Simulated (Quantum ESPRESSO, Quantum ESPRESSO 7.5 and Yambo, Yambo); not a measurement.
## BeTe (F-43m): Bethe-Salpeter spectra with Yambo

How far does the k mesh set the exciton binding of BeTe (F-43m)?

Method: PBE and many-body steps on it, plane waves, in Quantum ESPRESSO 7.5 and Yambo 5.3.0.

This is a report of a sequence of runs, with most program output left out.

## 1. The starting structure

It takes space group F-43m (No. 216, cubic). The conventional cell has a = 5.663 Å, b = 5.663 Å, c = 5.663 Å, α = 90.00°, β = 90.00°, γ = 90.00°. Nearest to Be lie 4 Te at 2.45 Å. Te has 4 Be at 2.45 Å nearest. Farther neighbours and most contacts between anions are not listed.

The cell and positions are those that the Materials Project relaxed with its own functionals (PBE, PBE+U or r2SCAN), kept fixed. Spin-orbit coupling is left out unless a step names it.

## 2. Empty states on the mesh, 4×4×4 mesh, 117 bands

This step: Quantum ESPRESSO 7.5; DFT, PBE, plane waves, norm-conserving pseudopotentials.

The sums over transitions need many empty states on a uniform mesh; this step solves for them.

pw.in

```
&control
  calculation = 'nscf'
  prefix = 'x'
  outdir = 'o'
  pseudo_dir = 'pseudo'
/
&system
  ibrav = 0
  nat = 2
  ntyp = 2
  ecutwfc = 88.0
  nbnd = 117
  force_symmorphic = .true.
/
&electrons
  conv_thr = 1e-9
  electron_maxstep = 80
  diago_full_acc = .true.
  diago_thr_init = 5e-6
/
ATOMIC_SPECIES
  Be 9.012 Be.upf
  Te 127.6 Te.upf
CELL_PARAMETERS angstrom
  -0.0000000000 2.8314587876 2.8314587876
  2.8314587876 0.0000000000 2.8314587876
  2.8314587876 2.8314587876 0.0000000000
ATOMIC_POSITIONS crystal
  Be 0.0000000000 0.0000000000 0.0000000000
  Te 0.7500000000 0.7500000000 0.7500000000
K_POINTS automatic
  4 4 4 0 0 0
```

Run with:

```
> OMP_NUM_THREADS=1 mpirun -n 4 pw.x -nk 4 -in pw.in > pw.out
```

Wall time 10 s (4 MPI ranks of Arm Neoverse V1, shared host); peak memory 0.37 GiB.

Numbers from this step:

```
gap                                                           : 2.027 eV
k of the valence top                                          : 0, 0, 0
k of the conduction bottom                                    : 0, -0.5, -0.5
least direct gap                                              : 3.645 eV
k points computed                                             : 8
lowest point of the top converged band, above the valence top : 86.6703 eV
```

On this mesh the gap is 2.027 eV.

The density comes from a self-consistent run that is not shown.

## 3. Conversion and set-up

This step: Yambo 5.3.0; conversion and set-up on PBE, plane waves, norm-conserving pseudopotentials.

The states are converted to the many-body program's format and the q mesh is built.

Run with:

```
> (cd o/x.save; p2y > p2y.log; mv SAVE ../..); yambo > setup.log
```

The job ended after 2.7 s (1 MPI rank; peak memory 0.25 GiB).

## 4. Screening and self-energy, 4×4×4 mesh, 117 bands, screening to 163.3 eV

G0W0 replaces the xc potential by the self-energy, built once from these orbitals. Only a window of levels is corrected, while the sums run over the empty bands that the input names.

This step: G0W0 on PBE, plane waves, norm-conserving pseudopotentials.

gw1.in

```
HF_and_locXC
gw0
dyson
ppa
em1d
rim_cut
RandQpts= 1000000
RandGvec= 1 RL
EXXRLvcs= 88 Ry
VXCRLvcs= 352 Ry
Chimod= "HARTREE"
% BndsRnXp
 1 | 117 |
%
NGsBlkXp= 12 Ry
% LongDrXp
 1 | 1 | 1 |
%
% GbndRnge
 1 | 117 |
%
DysSolver= "n"
ExtendOut
PPAPntXp= 27.21138 eV
% QPkrange
 1 | 1 | 13 | 16 |
 7 | 7 | 13 | 16 |
%
```

Run with:

```
> OMP_NUM_THREADS=1 mpirun -n 4 yambo -F gw1.in -J gw1 -C gw1 > gw1.log
```

The job ended after 95 s (4 MPI ranks; peak memory 1.6 GiB; 6.3 min of CPU time).

Numbers from this step:

```yaml
g0w0_gap_on_the_points_computed: 2.807 eV
starting_gap_on_the_mesh: 2.027 eV
k_of_the_valence_top: 0, 0, 0
k_of_the_conduction_bottom: 0, -0.5, -0.5
least_direct_g0w0_gap_on_the_computed_points: 4.682 eV
```

The gap on the mesh goes from 2.03 eV to 2.81 eV, a correction of +0.78 eV.

The gap opens by 0.780 eV; the next steps shift the empty bands rigidly by 1.038 eV, the correction at the start's least direct gap.

## 5. Empty states on the mesh, 4×4×4 mesh, 24 bands

This step: Quantum ESPRESSO 7.5; DFT, PBE, plane waves, norm-conserving pseudopotentials.

pw.in: that of step 2 with these lines changed.

```diff
@@ -11,3 +11,3 @@
   ecutwfc = 88.0
-  nbnd = 117
+  nbnd = 24
   force_symmorphic = .true.
```

Run with:

```
> OMP_NUM_THREADS=1 mpirun -n 4 pw.x -nk 4 -in pw.in > pw.out
```

Wall time 1.9 s (4 MPI ranks); peak memory 0.06 GiB; 7.4 s of CPU time.

This step gave:

- gap: 2.027 eV
- k of the valence top: 0, 0, 0
- k of the conduction bottom: 0, -0.5, -0.5
- least direct gap: 3.645 eV
- k points computed: 8
- lowest point of the top converged band, above the valence top: 11.28 eV

On this mesh the gap is 2.027 eV.

## 6. Conversion and set-up

This step: Yambo 5.3.0; conversion and set-up on PBE, plane waves, norm-conserving pseudopotentials.

Run with:

```
> (cd o/x.save; p2y > p2y.log; mv SAVE ../..); yambo > setup.log
```

Elapsed: 2.6 s, on 1 MPI rank; peak memory 0.25 GiB.

## 7. Excitons

Light makes an electron and a hole together. The Bethe-Salpeter equation adds their screened attraction and their exchange, in a window of bands around the gap.

This step: Bethe-Salpeter equation on PBE with a scissors shift, plane waves, norm-conserving pseudopotentials.

bse3.in

```
optics
bss
bse
em1s
dipoles
rim_cut
RandQpts= 1000000
RandGvec= 1 RL
Chimod= "HARTREE"
BSKmod= "SEX"
BSEmod= "resonant"
BSSmod= "d"
BSENGexx= 20 Ry
BSENGBlk= 4 Ry
% BSEQptR
 1 | 1 |
%
% BSEBands
 12 | 18 |
%
% BEnRange
 0 | 7 | eV
%
% BDmRange
 0.1 | 0.1 | eV
%
BEnSteps= 141
% BLongDir
 1 | 0 | 0 |
%
% BndsRnXs
 11 | 24 |
%
NGsBlkXs= 4 Ry
% LongDrXs
 1 | 1 | 1 |
%
% KfnQP_E
 1.038 | 1.0 | 1.0 |
%
WRbsWF
FFTGvecs= 40 Ry
```

Run with:

```
> OMP_NUM_THREADS=1 mpirun -n 4 yambo -F bse3.in -J bse3 -C bse3 > bse3.log
```

It took 5.6 s on 4 MPI ranks; peak memory 1.1 GiB.

Numbers from this step:

```
transitions in the window                                      : 768
direct gap of the transition levels                            : 4.683 eV
lowest state                                                   : 4.357 eV
first strong exciton (over a fiftieth of the strongest listed) : 4.357 eV
binding of the lowest state below the direct gap               : 0.3258 eV
Coulomb term of one mesh cell                                  : 0.3203 eV
```

The binding is 1.0 times the screened Coulomb term of one mesh cell (0.32 eV), so it is not shown settled.

The lowest state lies at 4.357 eV, 0.326 eV under the direct gap.

Lines within 3 meV are set at the lowest of them, and the highest group, which the list may cut short, is left out. Exciton lines, with heights relative to the strongest:

```tsv
position (eV)	lines merged	strength, relative
4.357	6	100
4.393	1	0.0
4.397	1	0.0
4.433	1	0.0
4.444	3	5.1
4.651	3	43
4.670	3	0.1
4.691	2	0.0
4.726	3	0.0
```

The ε₂ has structure finer than the step of the table below, so its rows give means over 0.25 eV, whole bins alone (the curve runs from 0 to 7 eV). Peaks (eV: height): BSE 4.350: 76.3, 5.600: 43.8; no electron-hole interaction 5.000: 36.0, 6.000: 73.0.

Field along x; broadening 0.1 eV; transition window only. Limits: finite bands, cutoff and mesh; no spin-orbit coupling; coarse k mesh; exciton not shown settled in the k mesh. The ε₂ by photon energy; means over each step:

```tsv
photon energy (eV)	BSE	no electron-hole interaction
0.25	0.0959	0.0698
0.50	0.107	0.0768
0.75	0.121	0.0849
1.00	0.138	0.0944
1.25	0.158	0.106
1.50	0.183	0.119
1.75	0.215	0.136
2.00	0.257	0.156
2.25	0.313	0.181
2.50	0.390	0.213
2.75	0.502	0.256
3.00	0.673	0.313
3.25	0.959	0.395
3.50	1.50	0.516
3.75	2.75	0.715
4.00	7.24	1.09
4.25	40.9	1.98
4.50	45.8	6.29
4.75	27.2	17.8
5.00	19.6	29.2
5.25	16.7	25.5
5.50	29.4	13.7
5.75	21.0	18.9
6.00	9.51	54.9
6.25	4.07	28.8
6.50	5.99	9.35
6.75	4.85	10.9
```

## 8. Triplet (no exchange term)

bse4.in, as its differences from bse3.in of step 7:

```diff
@@ -12,3 +12,3 @@
 BSSmod= "d"
-BSENGexx= 20 Ry
+BSENGexx= 1 RL
 BSENGBlk= 4 Ry
```

Run with:

```
> OMP_NUM_THREADS=1 mpirun -n 4 yambo -F bse4.in -J bse4,bse3_W -C bse4 > bse4.log
```

Wall time 3.4 s (4 MPI ranks); peak memory 1.1 GiB; 13 s of CPU time.

The lowest triplet lies at 4.242 eV; without spin-orbit coupling triplets are dark, so no spectrum is read.

## 9. Empty states on the mesh, 6×6×6 mesh, 24 bands

This step: Quantum ESPRESSO 7.5; DFT, PBE, plane waves, norm-conserving pseudopotentials.

pw.in: that of step 5 with these lines changed.

```diff
@@ -31,2 +31,2 @@
 K_POINTS automatic
-  4 4 4 0 0 0
+  6 6 6 0 0 0
```

Run with:

```
> OMP_NUM_THREADS=1 mpirun -n 4 pw.x -nk 4 -in pw.in > pw.out
```

The job ended after 3 s (4 MPI ranks; peak memory 0.24 GiB).

Numbers from this step:

* gap: 2.027 eV
* k of the valence top: 0, 0, 0
* k of the conduction bottom: 0, -0.5, -0.5
* least direct gap: 3.645 eV
* k points computed: 16
* lowest point of the top converged band, above the valence top: 11.28 eV

On this mesh the gap is 2.027 eV.

## 10. Conversion and set-up

This step: Yambo 5.3.0; conversion and set-up on PBE, plane waves, norm-conserving pseudopotentials.

Run with:

```
> (cd o/x.save; p2y > p2y.log; mv SAVE ../..); yambo > setup.log
```

Wall time 3 s (1 MPI rank); peak memory 0.25 GiB.

## 11. k mesh (6×6×6)

This step: Bethe-Salpeter equation on PBE with a scissors shift, plane waves, norm-conserving pseudopotentials.

bse6.in, as its differences from bse4.in of step 8:

```diff
@@ -12,3 +12,3 @@
 BSSmod= "d"
-BSENGexx= 1 RL
+BSENGexx= 20 Ry
 BSENGBlk= 4 Ry
```

Run with:

```
> OMP_NUM_THREADS=1 mpirun -n 4 yambo -F bse6.in -J bse6 -C bse6 > bse6.log
```

Run time: 68 s. Hardware: 4 MPI ranks; peak memory 1.6 GiB; 4.4 min of CPU time.

Numbers from this step:

```yaml
transitions_in_the_window: 2592
direct_gap_of_the_transition_levels: 4.683 eV
lowest_state: 4.425 eV
first_strong_exciton_over_a_fiftieth_of_the_strongest_listed: 4.432 eV
binding_of_the_lowest_state_below_the_direct_gap: 0.2581 eV
coulomb_term_of_one_mesh_cell: 0.2619 eV
```

The binding is 0.99 times the screened Coulomb term of one mesh cell (0.26 eV), so it is not shown settled.

The lowest state lies at 4.425 eV, 0.258 eV under the direct gap.

## 12. Triplet (no exchange term)

bse7.in, as its differences from bse6.in of step 11:

```diff
@@ -12,3 +12,3 @@
 BSSmod= "d"
-BSENGexx= 20 Ry
+BSENGexx= 1 RL
 BSENGBlk= 4 Ry
```

Run with:

```
> OMP_NUM_THREADS=1 mpirun -n 4 yambo -F bse7.in -J bse7,bse6_W -C bse7 > bse7.log
```

It took 63 s on 4 MPI ranks; peak memory 1.5 GiB.

The lowest triplet lies at 4.372 eV; without spin-orbit coupling triplets are dark, so no spectrum is read.

## 13. Empty states on the mesh, 8×8×8 mesh, 24 bands

This step: Quantum ESPRESSO 7.5; DFT, PBE, plane waves, norm-conserving pseudopotentials.

pw.in: that of step 9 with these lines changed.

```diff
@@ -31,2 +31,2 @@
 K_POINTS automatic
-  6 6 6 0 0 0
+  8 8 8 0 0 0
```

Run with:

```
> OMP_NUM_THREADS=1 mpirun -n 4 pw.x -nk 4 -in pw.in > pw.out
```

Elapsed: 5 s, on 4 MPI ranks; peak memory 0.24 GiB; 20 s of CPU time.

Numbers from this step:

```
gap                                                           : 2.027 eV
k of the valence top                                          : 0, 0, 0
k of the conduction bottom                                    : 0, -0.5, -0.5
least direct gap                                              : 3.645 eV
k points computed                                             : 29
lowest point of the top converged band, above the valence top : 11.28 eV
```

On this mesh the gap is 2.027 eV.

## 14. Conversion and set-up

This step: Yambo 5.3.0; conversion and set-up on PBE, plane waves, norm-conserving pseudopotentials.

Run with:

```
> (cd o/x.save; p2y > p2y.log; mv SAVE ../..); yambo > setup.log
```

It took 3.4 s on 1 MPI rank; peak memory 0.26 GiB.

## 15. k mesh (8×8×8)

This step: Bethe-Salpeter equation on PBE with a scissors shift, plane waves, norm-conserving pseudopotentials.

bse9.in, as its differences from bse7.in of step 12:

```diff
@@ -12,3 +12,3 @@
 BSSmod= "d"
-BSENGexx= 1 RL
+BSENGexx= 20 Ry
 BSENGBlk= 4 Ry
@@ -18,3 +18,3 @@
 % BSEBands
- 12 | 18 |
+ 12 | 16 |
 %
```

Run with:

```
> OMP_NUM_THREADS=1 mpirun -n 4 yambo -F bse9.in -J bse9 -C bse9 > bse9.log
```

Wall time 1.9 min (4 MPI ranks); peak memory 1.8 GiB.

Numbers from this step:

- transitions in the window: 3072
- direct gap of the transition levels: 4.683 eV
- lowest state: 4.483 eV
- first strong exciton (over a fiftieth of the strongest listed): 4.487 eV
- binding of the lowest state below the direct gap: 0.1998 eV
- Coulomb term of one mesh cell: 0.2073 eV

The binding is 0.96 times the screened Coulomb term of one mesh cell (0.21 eV), so it is not shown settled.

The lowest state lies at 4.483 eV, 0.200 eV under the direct gap.

The ε₂ has structure finer than the step of the table below, so its rows give means over 0.25 eV, whole bins alone (the curve runs from 0 to 7 eV). Peaks (eV: height): BSE 4.750: 24.9, 5.300: 30.7, 6.850: 9.57; no electron-hole interaction 5.950: 34.8.

Field along x; broadening 0.1 eV; transition window only. Limits: finite bands, cutoff and mesh; no spin-orbit coupling; exciton not shown settled in the k mesh. The ε₂ by photon energy; means over each step:

```tsv
photon energy (eV)	BSE	no electron-hole interaction
0.25	0.0557	0.0428
0.50	0.0618	0.0468
0.75	0.0690	0.0514
1.00	0.0775	0.0569
1.25	0.0877	0.0632
1.50	0.100	0.0707
1.75	0.115	0.0796
2.00	0.135	0.0905
2.25	0.160	0.104
2.50	0.192	0.121
2.75	0.237	0.142
3.00	0.300	0.170
3.25	0.395	0.208
3.50	0.548	0.262
3.75	0.827	0.345
4.00	1.46	0.483
4.25	3.77	0.765
4.50	16.3	1.70
4.75	23.0	5.72
5.00	21.6	9.67
5.25	25.0	12.6
5.50	24.1	15.0
5.75	12.0	21.4
6.00	5.42	28.2
6.25	6.15	10.4
6.50	6.49	9.38
6.75	7.78	9.67
```

The window of bands is narrower than in the first exciton run, so this row is not like for like with it.

The program warns that the window of bands cuts a degenerate level, which breaks the symmetry of states and spectrum.

## 16. Triplet (no exchange term)

bse10.in, as its differences from bse9.in of step 15:

```diff
@@ -12,3 +12,3 @@
 BSSmod= "d"
-BSENGexx= 20 Ry
+BSENGexx= 1 RL
 BSENGBlk= 4 Ry
```

Run with:

```
> OMP_NUM_THREADS=1 mpirun -n 4 yambo -F bse10.in -J bse10,bse9_W -C bse10 > bse10.log
```

Elapsed: 1.7 min, on 4 MPI ranks; peak memory 1.8 GiB; 6.7 min of CPU time.

The lowest triplet lies at 4.471 eV; without spin-orbit coupling triplets are dark, so no spectrum is read.

The program warns that the window of bands cuts a degenerate level, which breaks the symmetry of states and spectrum.

## 17. Empty states on the mesh, 10×10×10 mesh, 24 bands

This step: Quantum ESPRESSO 7.5; DFT, PBE, plane waves, norm-conserving pseudopotentials.

pw.in: that of step 13 with these lines changed.

```diff
@@ -31,2 +31,2 @@
 K_POINTS automatic
-  8 8 8 0 0 0
+  10 10 10 0 0 0
```

Run with:

```
> OMP_NUM_THREADS=1 mpirun -n 4 pw.x -nk 4 -in pw.in > pw.out
```

Run time: 7.1 s. Hardware: 4 MPI ranks; peak memory 0.24 GiB; 28 s of CPU time.

Numbers from this step:

```
gap                                                           : 2.027 eV
k of the valence top                                          : 0, 0, 0
k of the conduction bottom                                    : 0, -0.5, -0.5
least direct gap                                              : 3.645 eV
k points computed                                             : 47
lowest point of the top converged band, above the valence top : 11.28 eV
```

On this mesh the gap is 2.027 eV.

## 18. Conversion and set-up

This step: Yambo 5.3.0; conversion and set-up on PBE, plane waves, norm-conserving pseudopotentials.

Run with:

```
> (cd o/x.save; p2y > p2y.log; mv SAVE ../..); yambo > setup.log
```

It took 4.1 s on 1 MPI rank; peak memory 0.27 GiB.

## 19. k mesh (10×10×10)

This step: Bethe-Salpeter equation on PBE with a scissors shift, plane waves, norm-conserving pseudopotentials.

bse12.in, as its differences from bse10.in of step 16:

```diff
@@ -12,3 +12,3 @@
 BSSmod= "d"
-BSENGexx= 1 RL
+BSENGexx= 20 Ry
 BSENGBlk= 4 Ry
@@ -18,3 +18,3 @@
 % BSEBands
- 12 | 16 |
+ 13 | 16 |
 %
```

Run with:

```
> OMP_NUM_THREADS=1 mpirun -n 4 yambo -F bse12.in -J bse12 -C bse12 > bse12.log
```

Elapsed: 3.9 min, on 4 MPI ranks; peak memory 2.4 GiB.

This step gave:

```yaml
transitions_in_the_window: 4000
direct_gap_of_the_transition_levels: 4.683 eV
lowest_state: 4.520 eV
first_strong_exciton_over_a_fiftieth_of_the_strongest_listed: 4.524 eV
binding_of_the_lowest_state_below_the_direct_gap: 0.1629 eV
coulomb_term_of_one_mesh_cell: 0.1680 eV
```

The binding is 0.97 times the screened Coulomb term of one mesh cell (0.17 eV), so it is not shown settled.

The lowest state lies at 4.520 eV, 0.163 eV under the direct gap.

The ε₂ has structure finer than the step of the table below, so its rows give means over 0.25 eV, whole bins alone (the curve runs from 0 to 7 eV). Peaks (eV: height): BSE 4.850: 25.4, 5.350: 27.3, 6.600: 11.0; no electron-hole interaction 5.950: 29.9, 6.850: 20.5.

Field along x; broadening 0.1 eV; transition window only. Limits: finite bands, cutoff and mesh; no spin-orbit coupling; exciton not shown settled in the k mesh. The ε₂ by photon energy; means over each step:

```tsv
photon energy (eV)	BSE	no electron-hole interaction
0.25	0.0541	0.0415
0.50	0.0600	0.0454
0.75	0.0669	0.0499
1.00	0.0750	0.0551
1.25	0.0848	0.0612
1.50	0.0967	0.0684
1.75	0.111	0.0769
2.00	0.130	0.0873
2.25	0.153	0.1000
2.50	0.184	0.116
2.75	0.226	0.136
3.00	0.284	0.162
3.25	0.371	0.198
3.50	0.508	0.248
3.75	0.751	0.323
4.00	1.27	0.447
4.25	2.94	0.691
4.50	12.7	1.44
4.75	22.8	4.66
5.00	22.2	9.08
5.25	24	11.7
5.50	25.0	12.4
5.75	13.8	21.7
6.00	6.45	25.4
6.25	8.89	12.5
6.50	9.70	14.1
6.75	6.87	16.6
```

The window of bands is narrower than in the first exciton run, so this row is not like for like with it.

The program warns that the window of bands cuts a degenerate level, which breaks the symmetry of states and spectrum.

## 20. Triplet (no exchange term)

bse13.in, as its differences from bse12.in of step 19:

```diff
@@ -12,3 +12,3 @@
 BSSmod= "d"
-BSENGexx= 20 Ry
+BSENGexx= 1 RL
 BSENGBlk= 4 Ry
```

Run with:

```
> OMP_NUM_THREADS=1 mpirun -n 4 yambo -F bse13.in -J bse13,bse12_W -C bse13 > bse13.log
```

The job ended after 3.5 min (4 MPI ranks; peak memory 2.3 GiB).

The lowest triplet lies at 4.509 eV; without spin-orbit coupling triplets are dark, so no spectrum is read.

The program warns that the window of bands cuts a degenerate level, which breaks the symmetry of states and spectrum.

## 21. Empty states on the mesh, 12×12×12 mesh, 24 bands

This step: Quantum ESPRESSO 7.5; DFT, PBE, plane waves, norm-conserving pseudopotentials.

pw.in: that of step 17 with these lines changed.

```diff
@@ -31,2 +31,2 @@
 K_POINTS automatic
-  10 10 10 0 0 0
+  12 12 12 0 0 0
```

Run with:

```
> OMP_NUM_THREADS=1 mpirun -n 4 pw.x -nk 4 -in pw.in > pw.out
```

Wall time 10 s (4 MPI ranks); peak memory 0.24 GiB; 41 s of CPU time.

This step gave:

```yaml
gap: 2.027 eV
k_of_the_valence_top: 0, 0, 0
k_of_the_conduction_bottom: 0, -0.5, -0.5
least_direct_gap: 3.645 eV
k_points_computed: 72
lowest_point_of_the_top_converged_band_above_the_valence_top: 11.28 eV
```

On this mesh the gap is 2.027 eV.

## 22. Conversion and set-up

This step: Yambo 5.3.0; conversion and set-up on PBE, plane waves, norm-conserving pseudopotentials.

Run with:

```
> (cd o/x.save; p2y > p2y.log; mv SAVE ../..); yambo > setup.log
```

Run time: 5.2 s. Hardware: 1 MPI rank; peak memory 0.28 GiB.

(Part 1 of 2 ends here.)

[Paths, hosts, dates, memory and timing lines, banners, echoed tables and standing remarks are left out of the program output.]

[Logs are printed without paths, hosts, clocks, repeated set-up lines and the standing remarks that a program may print on its own settings, such as how far it seeks lower states.]

[Runs of the session that timed out or met a known fault of the program may be left out.]

[Hosts, paths, dates, database ids (printed as entryN), source tags and the programs' standing remarks are cut or masked in the printed files.]
